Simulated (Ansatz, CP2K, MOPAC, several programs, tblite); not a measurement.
Energy against volume for Ga2O3 (from a published structure), at fixed shape and fractional coordinates, computed by several methods (PBE and r2SCAN, where shown, with plane waves in Ansatz); the cell shown is that of r2SCAN. With free coordinates or axes held, a curve is too stiff, and on another method's shape its minimum isn't the method's own volume. It is monoclinic, C2/m (No. 12); conventional cell a = 12.255 Å, b = 3.039 Å, c = 5.808 Å, β = 103.8°, 10.50 Å³ an atom. Around Ga lie 4 O at 1.83–1.87 Å; around Ga lie 6 O at 1.94–2.08 Å; around O lie 3 Ga at 1.83–1.94 Å; around O lie 4 Ga at 1.87–2.08 Å; around O lie 3 Ga at 1.84–1.94 Å. No spin polarisation; the structure comes from an open crystallographic database, the properties from the calculation. Energies count from each curve's lowest point; fits are third-order Birch-Murnaghan.

```yaml
crystal:
  lattice:
    - [6.12732, -1.51957, 0.00242]
    - [6.12732, 1.51957, 0.00242]
    - [-1.38836, 0.00000, 5.63999]
  atoms:
    - { symbol: Ga, position: [0.09051, 0.09051, 0.79477] }
    - { symbol: Ga, position: [0.90949, 0.90949, 0.20523] }
    - { symbol: Ga, position: [0.65874, 0.65874, 0.31444] }
    - { symbol: Ga, position: [0.34126, 0.34126, 0.68556] }
    - { symbol: O, position: [0.16421, 0.16421, 0.10913] }
    - { symbol: O, position: [0.83579, 0.83579, 0.89087] }
    - { symbol: O, position: [0.17335, 0.17335, 0.56354] }
    - { symbol: O, position: [0.82665, 0.82665, 0.43646] }
    - { symbol: O, position: [0.49630, 0.49630, 0.25625] }
    - { symbol: O, position: [0.50370, 0.50370, 0.74375] }
```

Q: PM7 (MOPAC), on the shape of the cell shown, as a cluster of 120 atoms at the zone centre, gives
```tsv
V (Å³/atom)	E (meV/atom)
9.243	100.87
9.873	3.46
10.504	0.00
11.134	67.42
11.764	186.01
```
What equilibrium volume and bulk modulus follow?

A: V₀ = 10.20 Å³ an atom and B₀ = 330 GPa.

PBE/DZVP (CP2K), on the shape of the cell shown:
```csv
V (Å³/atom),E (meV/atom)
9.243,233.05
9.873,94.85
10.504,20.57
11.134,0.00
11.764,16.80
```
The points scatter about a smooth fit, a numerical artefact, so no fit is quoted.

PBE/SZV (CP2K), on the shape of the cell shown:
```
V (Å³/atom)  E (meV/atom)
      9.243        407.54
      9.873        210.68
     10.504         86.05
     11.134         21.77
     11.764          0.00
```
The lowest point is an end point, so the minimum isn't bracketed.

Q: r2SCAN, on the shape of its own relaxed cell, gives
```tsv
V (Å³/atom)	E (meV/atom)
9.873	28.01
10.189	6.64
10.504	0.00
10.819	5.91
11.134	22.48
```
What equilibrium volume and bulk modulus follow?

A: V₀ = 10.50 Å³ an atom and B₀ = 212 GPa.

GFN2-xTB (tblite), on the shape of the cell shown, as a cluster of 120 atoms at the zone centre:
```tsv
V (Å³/atom)	E (meV/atom)
9.243	57.99
9.873	9.41
10.504	0.00
11.134	19.22
11.764	59.39
```
V₀ = 10.37 Å³ an atom and B₀ = 127 GPa.
